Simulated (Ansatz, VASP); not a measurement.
**AgI: VASP beside Ansatz**

```
CELL_PARAMETERS angstrom
0.00000 3.19276 3.19276
3.19276 0.00000 3.19276
3.19276 3.19276 0.00000
ATOMIC_POSITIONS crystal
I 0.75000 0.75000 0.75000
Ag 0.00000 0.00000 0.00000
```

Change from the starting cell: volume scaled by 0.96.

Alike in both runs: task single point; functional PBEsol; k mesh 7 × 7 × 7; occupations fermi-dirac, width 0.05 eV; no spin polarisation.

```csv
,VASP,Ansatz
version,VASP 6.6.1,Ansatz 0.2.0
potentials or method,"VASP PAW PBE potentials, release 64 (I, Ag)",Ansatz PAW
plane-wave cutoff (eV),520,420
valence electrons in the cell,18,36
```

```tsv
	VASP	Ansatz	Ansatz less VASP
gap on the k mesh at the Fermi level (eV)	1.20	1.19	-0.004
least direct gap on the mesh (eV)	1.20	1.19	-0.004
pressure (GPa)	1.1	1.1	+0.05
```

The two sets of potentials don't hold the same shells in valence.

Caveats: spin-orbit coupling is left out, which moves the levels of the heavy elements; the PAW data sets were made with another functional, which shifts forces and pressure a little (VASP); odd divisions of the mesh miss points on the zone boundary, where band edges often lie, so the gap on the mesh can be too wide (Ansatz); the PAW data sets come from PBE, with cores solved anew for the run's functional, which leaves a small shift of forces and pressure (Ansatz).
